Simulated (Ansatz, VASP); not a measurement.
KF (Carobbiite) in VASP and in Ansatz

Contents of INCAR:

```
SYSTEM = KF
PREC = Accurate
ENCUT = 520
EDIFF = 1E-7
ISMEAR = 0
SIGMA = 0.02
LREAL = .False.
LASPH = .True.
NELM = 80
ALGO = Normal
ISIF = 2
LWAVE = .False.
LCHARG = .False.
GGA = PE
NBANDS = 15
```

KPOINTS

```
Automatic mesh
0
Gamma
  8 8 8
  0 0 0
```

Contents of POSCAR:

```
KF
1.0
    0.0000000000      2.6540577182      2.6540577182
    2.6540577182      0.0000000000      2.6540577182
    2.6540577182      2.6540577182      0.0000000000
K F
1 1
Direct
    0.0000000000      0.0000000000      0.0000000000
    0.5000000000      0.5000000000      0.5000000000
```

Input for Ansatz:

```yaml
crystal:
  lattice:
    - [0.0, 2.6540577182, 2.6540577182]
    - [2.6540577182, 0.0, 2.6540577182]
    - [2.6540577182, 2.6540577182, 0.0]
  atoms:
    - { symbol: K, position: [0.0, 0.0, 0.0] }
    - { symbol: F, position: [0.5, 0.5, 0.5] }
basis:
  ecutwfc: 420
kpoints:
  mp_grid: { grid: [8, 8, 8] }
hamiltonian:
  xc: pbe
scf:
  occupations: { method: gaussian, width: 0.02 }
output:
  forces: true
  stress: true
  eigenvalues: true
  write_density: true
  write_potential: true
  elf: true
  volumetric_format: npy
```

Alike in both runs: task single point; functional PBE; k mesh 8 × 8 × 8; occupations gaussian, width 0.02 eV; no spin polarisation.

|  | VASP | Ansatz |
| --- | --- | --- |
| version | VASP 6.6.1 | Ansatz 0.2.0 |
| potentials or method | VASP PAW PBE potentials, release 64 (K_sv, F) | scalar-relativistic, plane waves, PAW |
| plane-wave cutoff (eV) | 520 | 420 |
| valence electrons in the cell | 16 | 16 |

```csv
,VASP,Ansatz,Ansatz less VASP
gap on the k mesh at the Fermi level (eV),6.27,6.29,+0.017
least direct gap on the mesh (eV),6.27,6.29,+0.017
pressure (GPa),2.2,2.1,-0.06
```

A k mesh can miss the band edges. PBE gaps usually lie below the measured ones, often by a third to a half.
